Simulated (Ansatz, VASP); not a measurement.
## One calculation of Al, two programs

The input INCAR:

```
PREC = Accurate
ENCUT = 520
EDIFF = 1E-6
ISMEAR = -1
SIGMA = 0.1
LREAL = False
LASPH = True
NELM = 60
ALGO = Normal
ISIF = 2
LWAVE = False
LCHARG = False
GGA = B5
ALDAX = 1.0
AGGAX = 1.0
AGGAC = 1.0
ALDAC = 0.0
NBANDS = 10
```

The input KPOINTS:

```
Automatic mesh
0
Gamma
  14 14 7
```

Contents of POSCAR:

```
Al
1.0
    2.7672914868      0.0000000000      0.0000000000
   -1.3836457434      2.3965447273      0.0000000000
    0.0000000000      0.0000000000      4.6806640233
Al
2
Direct
    0.3333333333      0.6666666667      0.2500000000
    0.6666666667      0.3333333333      0.7500000000
```

Input for Ansatz:

```yaml
crystal:
  lattice:
    - [2.7672914868, 0.0, 0.0]
    - [-1.3836457434, 2.3965447273, 0.0]
    - [0.0, 0.0, 4.6806640233]
  atoms:
    - { symbol: Al, position: [0.3333333333, 0.6666666667, 0.25] }
    - { symbol: Al, position: [0.6666666667, 0.3333333333, 0.75] }
hamiltonian:
  xc: blyp
  pseudopotentials:
    kind: paw
    azcp:
      Al: "pseudopotentials/Al.paw.azcp"
basis:
  ecutwfc: 420
  fft_grid_basis: typed
kpoints:
  mp_grid: { grid: [14, 14, 7], shift: [0, 0, 0] }
magnetization:
  spin_polarized: false
scf:
  occupations: { method: fermi_dirac, width: 0.1 }
  lower_state_search: "off"
output:
  stress: true
  write_density: true
  write_potential: true
  elf: true
  volumetric_format: npy
```

Alike in both runs: task single point; functional BLYP; k mesh 14 × 14 × 7; occupations fermi-dirac, width 0.1 eV; no spin polarisation.

|  | VASP | Ansatz |
| --- | --- | --- |
| version | VASP 6.6.1 | Ansatz 0.2.0 |
| potentials or method | VASP PAW PBE potentials, release 64 (Al) | plane waves (420 eV) with PAW, scalar-relativistic |
| plane-wave cutoff (eV) | 520 | 420 |
| valence electrons in the cell | 6 | 6 |

|  | VASP | Ansatz | Ansatz less VASP |
| --- | --- | --- | --- |
| pressure (GPa) | 9.7 | 9.5 | -0.18 |

With one functional, cell and mesh, what is left measures potentials, basis and numerics.

Caveats: the PAW data sets were made with another functional, which shifts forces and pressure a little (VASP).
